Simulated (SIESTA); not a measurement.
Crystal: CdSe (Cadmoselite).

```
Cd Se
1.0
     4.30000    0.00000    0.00000
    -2.15000    3.72391    0.00000
     0.00000    0.00000    7.02000
Cd Se
2 2
Direct
  0.66667 0.33333 0.50000
  0.33333 0.66667 0.00000
  0.66667 0.33333 0.88500
  0.33333 0.66667 0.38500
```

Base run:

| Property | Result |
| --- | --- |
| Program | SIESTA 5.4.2 |
| Functional | LDA |
| Potentials or basis | PseudoDojo 0.4 standard (LDA files) |
| Basis | DZP (energy shift 0.002 Ry) |
| Grid cutoff | 800 Ry |
| Energy shift | 0.002 Ry |
| k mesh | 7 × 7 × 4 |
| Occupations | fermi-dirac, width 0.05 eV |
| Spin | no spin polarisation |

Its results: band gap on the k mesh 0.71 eV, direct; pressure -0.9 GPa; largest force 0.305 eV/Å.

The run is repeated on the same cell with these changes: functional from LDA to revPBE; potentials or basis from PseudoDojo 0.4 standard (LDA files) to PseudoDojo 0.4 standard (PBE files). What comes out?

Band gap on the k mesh 1.07 eV, direct; pressure 5.5 GPa; largest force 0.341 eV/Å.

Caveats: semicore shells carry a single zeta, which can move pressures by several GPa and volumes by a few percent; the basis of atomic orbitals isn't converged, which shifts pressures, moduli and gaps; the potentials were made for another functional, which shifts forces and pressure (some runs).
